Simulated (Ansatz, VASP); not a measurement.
## Two plane-wave programs on Si

File POSCAR:

```
Si
1.0
    0.0000000000      2.7752343705      2.7752343705
    2.7752343705      0.0000000000      2.7752343705
    2.7752343705      2.7752343705      0.0000000000
Si
2
Direct
    0.7500000000      0.7500000000      0.7500000000
    0.5000000000      0.5000000000      0.5000000000
```

File INCAR.step1:

```
PREC = Accurate
ENCUT = 520
ISMEAR = -1
SIGMA = 0.02
LREAL = F
LASPH = T
NELM = 100
NBANDS = 11
GGA = PE
ALGO = Normal
EDIFF = 1E-4
LWAVE = T
LCHARG = F
```

The input INCAR.step2:

```
PREC = Accurate
ENCUT = 520
EDIFF = 1E-8
ISMEAR = -1
SIGMA = 0.02
LREAL = F
LASPH = T
NELM = 100
ALGO = Normal
ISIF = 2
LWAVE = F
LCHARG = F
METAGGA = R2SCAN
LMIXTAU = T
LEFG = T
NBANDS = 11
ISTART = 1
```

Contents of KPOINTS:

```
regular mesh
0
Gamma
  10 10 10
```

Input for Ansatz:

```yaml
crystal:
  lattice:
    - [0.0, 2.7752343705, 2.7752343705]
    - [2.7752343705, 0.0, 2.7752343705]
    - [2.7752343705, 2.7752343705, 0.0]
  atoms:
    - { symbol: Si, position: [0.75, 0.75, 0.75] }
    - { symbol: Si, position: [0.5, 0.5, 0.5] }
kpoints:
  mp_grid: { grid: [10, 10, 10] }
scf:
  occupations: { method: fermi_dirac, width: 0.02 }
hamiltonian:
  xc: r2scan
  pseudopotentials: { kind: paw }
output:
  forces: true
  stress: true
  eigenvalues: true
  efg: { contact_densities: true }
```

Change from the starting cell: volume scaled by 1.06, PAW files.

Alike in both runs: task electric field gradients; functional r2SCAN; k mesh 10 × 10 × 10; occupations fermi-dirac, width 0.02 eV; no spin polarisation.

|  | VASP | Ansatz |
| --- | --- | --- |
| version | VASP 6.6.1 | Ansatz 0.2.0 |
| potentials or method | VASP PAW PBE potentials, release 64 (Si) | PAW with Ansatz's default frozen-core files, scalar-relativistic |
| plane-wave cutoff (eV) | 520 | 500 |
| valence electrons in the cell | 8 | 8 |

```csv
,VASP,Ansatz,Ansatz less VASP
gap on the k mesh at the Fermi level (eV),0.88,0.87,-0.013
pressure (GPa),-5.2,-5.0,+0.21
Vzz of the field gradient on the site that differs most (V/Å²),0.0,0.0,0.00
```

With one functional, cell and mesh, what is left measures potentials, basis and numerics.

Caveats: the PAW data sets were made with another functional, which shifts forces and pressure a little (VASP). A k mesh can miss the band edges.
